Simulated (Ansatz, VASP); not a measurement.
# Two plane-wave programs on Ir

File INCAR:

```
PREC = Accurate
ENCUT = 520
EDIFF = 1E-6
ISMEAR = 0
SIGMA = 0.15
LREAL = F
LASPH = T
NELM = 100
ALGO = Normal
ISIF = 2
LWAVE = F
LCHARG = F
GGA = PS
NBANDS = 16
```

Contents of KPOINTS:

```
regular mesh
0
Gamma
  18 18 12
```

File POSCAR:

```
Ir
1.0
    2.8339192314      0.0000000000      0.0000000000
   -1.4169596157      2.4542460467      0.0000000000
    0.0000000000      0.0000000000      4.5961587000
Ir
2
Direct
    0.6666666667      0.3333333333      0.7500000000
    0.3333333333      0.6666666667      0.2500000000
```

Input for Ansatz:

```yaml
crystal:
  lattice:
    - [2.8339192314, 0.0, 0.0]
    - [-1.4169596157, 2.4542460467, 0.0]
    - [0.0, 0.0, 4.5961587]
  atoms:
    - { symbol: Ir, position: [0.6666666667, 0.3333333333, 0.75] }
    - { symbol: Ir, position: [0.3333333333, 0.6666666667, 0.25] }
basis:
  ecutwfc: 420
kpoints:
  mp_grid: { grid: [18, 18, 12] }
hamiltonian:
  xc: pbesol
scf:
  occupations: { method: gaussian, width: 0.15 }
output:
  forces: true
  stress: true
  eigenvalues: true
```

Change from the starting cell: strain +0.030 along x and y, +0.030 along z, atoms carried along.

Alike in both runs: task single point; functional PBEsol; k mesh 18 × 18 × 12; occupations gaussian, width 0.15 eV; no spin polarisation.

|  | VASP | Ansatz |
| --- | --- | --- |
| version | VASP 6.6.1 | Ansatz 0.2.0 |
| potentials or method | VASP PAW PBE potentials, release 64 (Ir) | scalar-relativistic, plane waves, PAW |
| plane-wave cutoff (eV) | 520 | 420 |
| valence electrons in the cell | 18 | 34 |

```tsv
	VASP	Ansatz	Ansatz less VASP
gap on the k mesh at the Fermi level (eV)	none	none	-
pressure (GPa)	-34.3	-34.7	-0.39
largest component of the traceless stress (GPa)	0.51	0.52	+0.018
```

A gap of «none» marks a metal or a gap that the smearing closes. The two sets of potentials don't hold the same shells in valence.

Caveats: the cell as given lies far from equilibrium; so large a pressure means that the cell lies far from this level's equilibrium, or that cutoff or potentials fall short (VASP); the potentials were made for another functional, which shifts forces and pressure (VASP). The runs have no spin-orbit coupling, so splittings on Ir are missing.
